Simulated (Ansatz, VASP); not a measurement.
## W: VASP beside Ansatz

INCAR

```
SYSTEM = W
PREC = Accurate
ENCUT = 520
EDIFF = 1E-6
ISMEAR = -1
SIGMA = 0.05
LREAL = .False.
LASPH = .True.
NELM = 60
ALGO = Normal
ISIF = 2
LWAVE = .False.
LCHARG = .False.
GGA = PE
NBANDS = 13
```

Contents of KPOINTS:

```
regular mesh
0
Gamma
  14 14 14
  0 0 0
```

File POSCAR:

```
W
1.0
    0.0000000000      2.0503000000      2.0300000000
    2.0503000000      0.0000000000      2.0300000000
    2.0503000000      2.0503000000      0.0000000000
W
1
Direct
    0.0000000000      0.0000000000      0.0000000000
```

Input for Ansatz:

```yaml
crystal:
  lattice:
    - [0.0, 2.0503, 2.03]
    - [2.0503, 0.0, 2.03]
    - [2.0503, 2.0503, 0.0]
  atoms:
    - { symbol: W, position: [0.0, 0.0, 0.0] }
kpoints:
  mp_grid: { grid: [14, 14, 14] }
  band_path:
    path:
      - [0.0, 0.0, 0.0]
      - [0.0, 0.5, 0.5]
      - [0.25, 0.75, 0.5]
      - [0.0, 0.5, 0.0]
      - [0.0, 0.0, 0.0]
      - [0.5, 0.5, 0.0]
      - [0.3775125, 0.6224875, 0.0]
      - [-0.3775125, 0.3775125, 0.0]
      - [0.0, 0.0, 0.0]
    npoints: 5
scf:
  occupations: { method: fermi_dirac, width: 0.05 }
hamiltonian:
  xc: pbe
  pseudopotentials: { kind: all_electron, lapw: { basis_error: 0.00025 } }
output:
  forces: true
  stress: true
  eigenvalues: true
```

Change from the starting cell: equal xx and yy strain of +1 %.

Alike in both runs: task single point; functional PBE; k mesh 14 × 14 × 14; occupations fermi-dirac, width 0.05 eV; no spin polarisation.

```csv
,VASP,Ansatz
version,VASP 6.6.1,Ansatz 0.2.0
potentials or method,"VASP PAW PBE potentials, release 64 (W_sv)","all-electron LAPW, scalar-relativistic"
plane-wave cutoff (eV),520,see its input
```

```tsv
	VASP	Ansatz	Ansatz less VASP
pressure (GPa)	-9.4	-9.6	-0.24
largest component of the traceless stress (GPa)	2.14	2.13	-0.010
```

Ansatz ran all-electron here, so the differences hold the error of VASP's frozen core and of both bases.

The runs have no spin-orbit coupling, so splittings on W are missing.
